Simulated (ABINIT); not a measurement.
PtSe2 (Sudovikovite):

```xyz
3
Lattice="3.7240 0.0000 0.0000 -1.8620 3.2251 0.0000 0.0000 0.0000 5.0620" Properties=species:S:1:pos:R:3 pbc="T T T"
Pt    0.0000    0.0000    0.0000
Se    1.8620    1.0750    3.7965
Se    0.0000    2.1501    1.2655
```

Base run:

```yaml
Program: ABINIT 10.8.3 (patched build)
Functional: PBEsol
Potentials_or_basis: JTH PAW PBE v2.0
Cutoff: 544 eV
k_mesh: 8 × 8 × 5
Occupations: fermi-dirac, width 0.05 eV
Spin: no spin polarisation
```

Its results: band gap on the k mesh none (metal or under the smearing width); pressure 2.8 GPa; largest force 0.448 eV/Å.

Question: After a change of settings the same cell gave: band gap on the k mesh none (metal or under the smearing width); pressure 7.9 GPa; largest force 0.725 eV/Å. Which change was it?
A. functional from PBEsol to PW91
B. functional from PBEsol to WC
C. functional from PBEsol to LDA-VWN; potentials or basis from JTH PAW PBE v2.0 to JTH PAW LDA v2.0
D. functional from PBEsol to HCTH407

Answer: A.

PW91 binds less tightly than PBEsol, so the same cell stands under more pressure.

Caveats: the PAW data sets were made with another functional, which shifts forces and pressure a little; spin-orbit coupling is left out, which moves the levels of the heavy elements; the atomic spheres overlap.

Runs at the PBE level aren't shown here.
